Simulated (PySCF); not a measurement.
**How the functional moves excitation energies**

Spiropentane, C₅H₈.
SMILES: `C1CC12CC2`

Linear-response calculations in the def2-SVPD basis (PySCF; singlets by full response, triplets Tamm–Dancoff, core orbitals frozen in the response; HF means time-dependent Hartree–Fock). 'Strongest' is the level of largest summed f among the singlets computed (10 roots, of which the last may lack a degenerate partner); it can jump between rows when another state enters that window. S1 is the lowest singlet of each run and needn't be the same state throughout; f(S1) is that of one state. Isolated species at its PBE0-D3(BJ)/def2-SVP geometry, gas phase.

```tsv
functional	kind	S1 (eV)	f(S1)	strongest (eV)	T1 (eV)	HOMO (eV)	gap (eV)	ionisation energy, ΔSCF (eV)
LDA	LDA	7.18	0.011	7.35	7.08	-6.77	7.14	9.90
PBE	GGA	7.04	0.011	7.26	6.92	-6.60	7.00	9.68
B3LYP	global hybrid, 20% exact exchange	7.46	0.011	7.92	7.34	-7.62	8.37	9.89
PBE0	global hybrid, 25% exact exchange	7.75	0.010	8.20	7.62	-7.85	8.90	9.91
CAM-B3LYP	range-separated hybrid	7.92	0.008	8.42	7.77	-9.22	10.85	10.08
wB97X-D	range-separated hybrid	8.22	0.007	8.68	8.13	-9.71	12.35	10.00
LC-wPBE	range-separated hybrid	8.69	0.003	9.17	8.49	-10.62	13.28	10.29
HF	Hartree–Fock	8.90	0.011	9.53	8.66	-10.72	13.58	not settled
```

What does BHandHLYP (global hybrid, 50% exact exchange) give?

S1 (eV) 8.10, f(S1) 0.010, strongest (eV) 8.60, T1 (eV) 7.95, HOMO (eV) -8.98, gap (eV) 10.45, ionisation energy, ΔSCF (eV) 9.98. S1 runs from 7.04 eV (PBE) to 8.90 eV (HF), a spread of 1.86 eV, while the orbital gap spreads over 6.6 eV. Along PBE (0%), B3LYP (20%), PBE0 (25%), BHandHLYP (50%), HF (100%) S1 rises with the share of exact exchange. −ε(HOMO) comes closest to its own ΔSCF ionisation energy with wB97X-D (-0.29 eV) and misses most with LDA (-3.13 eV). 'Not settled' means that the ion's SCF failed to converge or may have ended in another state than the lowest.
